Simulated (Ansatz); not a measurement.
For BeO in the wurtzite structure at 825 K, quasi-harmonic lattice dynamics with Ansatz (an electronic-structure program), PBEsol functional, plane-wave PAW gives a volume expansion coefficient α_V = 29.92 × 10⁻⁶ K⁻¹, an isothermal bulk modulus B_T = 194.9 GPa, a molar volume V_m = 8.510 cm³/mol and C_V = 45.30 J/(mol K). Dynamical quadrupoles are not included in the interpolation of the phonons between the solved wave vectors.

Problem. Work out the Grüneisen parameter, C_P and the adiabatic bulk modulus.

Solution. γ = α_V B_T V_m / C_V = 1.10. C_P − C_V = α_V² B_T V_m T = 1.22 J/(mol K), so C_P = 46.53 J/(mol K). B_S = B_T C_P/C_V = B_T (1 + α_V γ T) = 200.1 GPa.

The PAW data sets were generated under PBE and serve the other functionals too.
